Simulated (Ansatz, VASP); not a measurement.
# Two plane-wave programs on AlFe

```
Al Fe
1.0
     2.75655    0.00000    0.00000
     0.00000    2.75655    0.00000
     0.00000    0.00000    2.75655
Al Fe
1 1
Direct
  0.00000 0.00000 0.00000
  0.50000 0.50000 0.50000
```

Change from the starting cell: volume scaled by 0.85, no spin polarisation, PAW files.

Alike in both runs: task single point; functional PBE; k mesh 11 × 11 × 11; occupations fermi-dirac, width 0.1 eV; no spin polarisation.

```csv
,VASP,Ansatz
version,VASP 6.6.1,Ansatz 0.2.0
potentials or method,"VASP PAW PBE potentials, release 64 (Al, Fe)","PAW with Ansatz's default frozen-core files, scalar-relativistic"
plane-wave cutoff (eV),520,420
valence electrons in the cell,11,19
```

|  | VASP | Ansatz | Ansatz less VASP |
| --- | --- | --- | --- |
| pressure (GPa) | 28.2 | 28.2 | -0.06 |

The two sets of potentials don't hold the same shells in valence.

Caveats: so large a pressure means that the cell lies far from this level's equilibrium, or that cutoff or potentials fall short (VASP). Spin polarisation is off, so any magnetic state and its effect on volume and gap are missing.
